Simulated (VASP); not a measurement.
# Br (Immm) in VASP: notebook, part 2 of 2

VASP 6.6.1. The steps go on from the part before.

### 6 Single point, r2SCAN

Contents of INCAR:

```
SYSTEM = Br
PREC = Normal ; ENCUT = 450
EDIFF = 1E-4 ; ISMEAR = 0
SIGMA = 0.05 ; LREAL = Auto
LASPH = .True. ; NELM = 100
ALGO = Normal ; ISIF = 2
LWAVE = .False. ; LCHARG = .False.
METAGGA = R2SCAN ; LMIXTAU = .True.
NBANDS = 10 ; ADDGRID = .False.
```

Contents of KPOINTS:

```
regular mesh
0
Gamma
  5 5 5
  0 0 0
```

Contents of POSCAR:

```
Br
1.0
   -1.2867684050      1.7199972000      3.5779911600
    1.2867684050     -1.7199972000      3.5779911600
    1.2867684050      1.7199972000     -3.5779911600
Br
1
Direct
    0.0000000000      0.0000000000      0.0000000000
```

Potentials or basis: VASP PAW PBE potentials, release 64 (Br).

On the command line:

```console
$ cat potpaw_PBE.64/Br/POTCAR > POTCAR
$ mpirun -np 1 vasp_std > vasp.out
```

OUTCAR:

```text
SYSTEM = Br
   PREC = Normal
   ENCUT = 450
   EDIFF = 1E-4
   ISMEAR = 0
   LREAL = Auto
   LASPH = .True.
   NELM = 100
   ISIF = 2
   METAGGA = R2SCAN

 Found     27 irreducible k-points:

 Following reciprocal coordinates:
            Coordinates               Weight
  0.000000  0.000000  0.000000      1.000000
  0.200000  0.000000 -0.000000      4.000000
  0.400000 -0.000000  0.000000      4.000000
  0.000000  0.200000  0.000000      4.000000
  0.200000  0.200000  0.000000      8.000000
  0.400000  0.200000  0.000000      8.000000
   k-points           NKPTS =     27   k-points in BZ     NKDIM =     27   number of bands    NBANDS=     10
   number of dos      NEDOS =    301   number of ions     NIONS =      1
   total plane-waves  NPLWV =  13824
   dimension x,y,z NGX =    24 NGY =   24 NGZ =   24
   dimension x,y,z NGXF=    48 NGYF=   48 NGZF=   48
   ions per type =               1
   NGX,Y,Z   is equivalent  to a cutoff of   9.56,  9.56,  9.56 a.u.
   NGXF,Y,Z  is equivalent  to a cutoff of  19.12, 19.12, 19.12 a.u.
 SYSTEM =  Br
   PREC   = normal    normal or accurate (medium, high low for compatibility)
   ISTART =      0    job   : 0-new  1-cont  2-samecut
   ICHARG =      2    charge: 1-file 2-atom 10-const
   ISPIN  =      1    spin polarized calculation?
   LNONCOLLINEAR =      F non collinear calculations
   LSORBIT =      F    spin-orbit coupling
   LASPH  =      T    aspherical Exc in radial PAW
   ENCUT  =  450.0 eV  33.07 Ry    5.75 a.u.   7.22  7.22  7.22*2*pi/ulx,y,z
   NELM   =    100;   NELMIN=  2; NELMDL= -5     # of ELM steps
   EDIFF  = 0.1E-03   stopping-criterion for ELM
   LREAL  =      T    real-space projection
   EDIFFG = 0.1E-02   stopping-criterion for IOM
   NSW    =      0    number of steps for IOM
   IBRION =     -1    ionic relax: 0-MD 1-quasi-New 2-CG
   NFREE  =      0    steps in history (QN), initial steepest desc. (CG)
   ISIF   =      2    stress and relaxation
   ISYM   =      2    0-nonsym 1-usesym 2-fastsym
   POTIM  = 0.5000    time-step for ionic-motion
   TEBEG  =    0.0;   TEEND  =   0.0 temperature during run
   PSTRESS=    0.0 pullay stress
   NELECT =       7.0000    total number of electrons
   NUPDOWN=      -1.0000    fix difference up-down
   EMIN   =  10.00;   EMAX   =-10.00  energy-range for DOS
   EFERMI =   0.00;   METHOD = LEGACY
   ISMEAR =     0;   SIGMA  =   0.05  broadening in eV -4-tet -1-fermi 0-gaus
   EFERMI_NEDOS =   21; number of points for ismear=-14 and -15
   IALGO  =     38    algorithm
   IMIX   =      4    mixing-type and parameters
     AMIX     =   0.40;   BMIX     =  1.00
     AMIX_MAG =   1.60;   BMIX_MAG =  1.00
  volume/ion in A,a.u.               =      31.68       213.76
  Fermi-wavevector in a.u.,A,eV,Ry     =   0.989764  1.870383 13.328717  0.979633
  Thomas-Fermi vector in A             =   2.121386
   LORBIT       =      0    0 simple, 1 ext, 2 COOP (PROOUT), +10 PAW based schemes
   METAGGA = R2SCAN    functional components
   LHFCALC =     F    Hartree Fock is set to
   AEXX    =    0.0000 exact exchange contribution
   IVDW    =     0    specifies the selected vdW correction
   LEPSILON=     F    determine dielectric tensor
   LRPA    =     F    only Hartree local field effects (RPA)
 non-spin polarized calculation
 Gauss-broadening in eV      SIGMA  =   0.05
  energy-cutoff  :      450.00
  volume of cell :       31.68
 maximum number of plane-waves:       697
   NGX = 15   NGY = 15   NGZ = 15

 number of electron       7.0000004 magnetization

 Free energy of the ion-electron system (eV)
  ---------------------------------------------------
  ext. energy  EPLUGINS =         0.00000000
  ---------------------------------------------------
  free energy    TOTEN  =       -12.76169236 eV

  energy without entropy =      -12.75851326  energy(sigma->0) =      -12.76010281

 E-fermi :  -0.3973     XC(G=0):  -8.6365

 val. band max:       -0.4040398620   @ k =   0.2000   0.2000   0.0000
 cond. band min:      -0.3611910255   @ k =  -0.2000   0.2000   0.0000
 fundamental gap:      0.0428488365
 Fermi energy:        -0.3972774059

 k-point     1 :       0.0000    0.0000    0.0000
  band No.  band energies     occupation
      1     -16.5885      2.00000
      2      -2.1688      2.00000
      3      -1.3671      2.00000
      4       4.0017      0.00000
      5       5.8356      0.00000
      6       9.8502      0.00000
      7      12.6282      0.00000
      8      13.6431      0.00000
      9      15.2130      0.00000
     10      20.8744      0.00000
[... 53 lines left out ...]
 k-point     6 :       0.4000    0.2000    0.0000
  band No.  band energies     occupation
      1     -15.3710      2.00000
      2      -3.5097      2.00000
      3      -2.0248      2.00000
      4      -0.2573      0.00008
      5       8.1728      0.00000
      6      12.2147      0.00000
      7      14.3030      0.00000
      8      16.0133      0.00000
      9      17.5350      0.00000
     10      18.5722      0.00000

 [... further k-points ...]

------------------------ aborting loop because EDIFF is reached ----------------------------------------

  FORCE on cell =-STRESS in cart. coord.  units (eV):
  Direction    XX          YY          ZZ          XY          YZ          ZX
  --------------------------------------------------------------------------------------
  -------------------------------------------------------------------------------------
  Total        1.0630352     -0.1112472     -0.0678793      0.0000000      0.0000000      0.0000000
  in kB       53.7688627     -5.6269396     -3.4333710      0.0000000      0.0000000      0.0000000
  external PRESSURE =      14.9028507 kB  Pullay stress =       0.0000000 kB

 VOLUME and BASIS-vectors are now :
 -----------------------------------------------------------------------------
  energy-cutoff  :      450.00
  volume of cell :       31.68
      direct lattice vectors                 reciprocal lattice vectors
    -1.286768405  1.719997200  3.577991160     0.000000000  0.290698148  0.139743218
     1.286768405 -1.719997200  3.577991160     0.388570312  0.000000000  0.139743218
     1.286768405  1.719997200 -3.577991160     0.388570312  0.290698148  0.000000000

 POSITION                                       TOTAL-FORCE (eV/Angst)
 -----------------------------------------------------------------------------------
      0.00000      0.00000      0.00000         0.000000     -0.000000      0.000000
 -----------------------------------------------------------------------------------
    total drift:                                0.000000      0.000000     -0.000000

  FREE ENERGIE OF THE ION-ELECTRON SYSTEM (eV)
  ---------------------------------------------------
  free  energy   TOTEN  =       -12.7616923552 eV

  energy  without entropy=      -12.7585132596  energy(sigma->0) =      -12.76010281
```

OSZICAR:

```text
N       E                     dE             d eps       ncg     rms          rms(c)
DAV:   1     0.939474475063E+01    0.93947E+01   -0.27087E+03   540   0.476E+02
DAV:   2    -0.133891744571E+02   -0.22784E+02   -0.22423E+02   718   0.933E+01
DAV:   3    -0.144787795314E+02   -0.10896E+01   -0.97076E+00   642   0.186E+01
DAV:   4    -0.144840158888E+02   -0.52364E-02   -0.52352E-02   682   0.149E+00
DAV:   5    -0.144840301592E+02   -0.14270E-04   -0.14270E-04   678   0.753E-02    0.486E+00
DAV:   6    -0.126923651293E+02    0.17917E+01   -0.32215E-01   588   0.391E+00    0.344E+00
DAV:   7    -0.125280488060E+02    0.16432E+00   -0.40209E-01   556   0.418E+00    0.843E-01
DAV:   8    -0.127606404955E+02   -0.23259E+00   -0.30243E-01   544   0.403E+00    0.555E-01
DAV:   9    -0.127360884678E+02    0.24552E-01   -0.61405E-02   556   0.212E+00    0.301E-01
DAV:  10    -0.127583776288E+02   -0.22289E-01   -0.37057E-03   558   0.575E-01    0.221E-01
DAV:  11    -0.127613834616E+02   -0.30058E-02   -0.92639E-04   614   0.320E-01    0.103E-01
DAV:  12    -0.127609314074E+02    0.45205E-03   -0.28246E-04   572   0.179E-01    0.392E-02
DAV:  13    -0.127616361768E+02   -0.70477E-03   -0.26928E-04   554   0.144E-01    0.848E-03
DAV:  14    -0.127616923552E+02   -0.56178E-04   -0.23928E-05   586   0.512E-02
   1 F= -.12761692E+02 E0= -.12760103E+02  d E =-.317910E-02
```

Run time: 18 s. Hardware: 1 thread of Intel Xeon Platinum 8375C at 2.90GHz (Ice Lake), shared host; peak memory 0.14 GiB.

These settings aren't checked as converged: the numbers below hold their error.

What came out:

| Item | Value |
| --- | --- |
| Free energy | -12.7617 eV |
| Pressure | 1.5 GPa |
| Band gap on the k mesh | none (metal or under the smearing width) |

Caveat: the k mesh is coarse (spacing up to 0.61 Å⁻¹), so the values aren't converged; the PAW data sets were made with another functional, which shifts forces and pressure a little; an odd number of electrons without spin polarisation forces a metal; a magnetic or distorted state may lie lower.

### 7 The reference run

An earlier run on the cell as given: functional PBE; potentials or basis VASP PAW PBE potentials, release 64 (Br); cutoff 520 eV; k mesh 13 × 13 × 13; occupations fermi-dirac, width 0.05 eV; no spin polarisation.

- Pressure: 1.1 GPa
- Band gap on the k mesh: none (metal or under the smearing width)
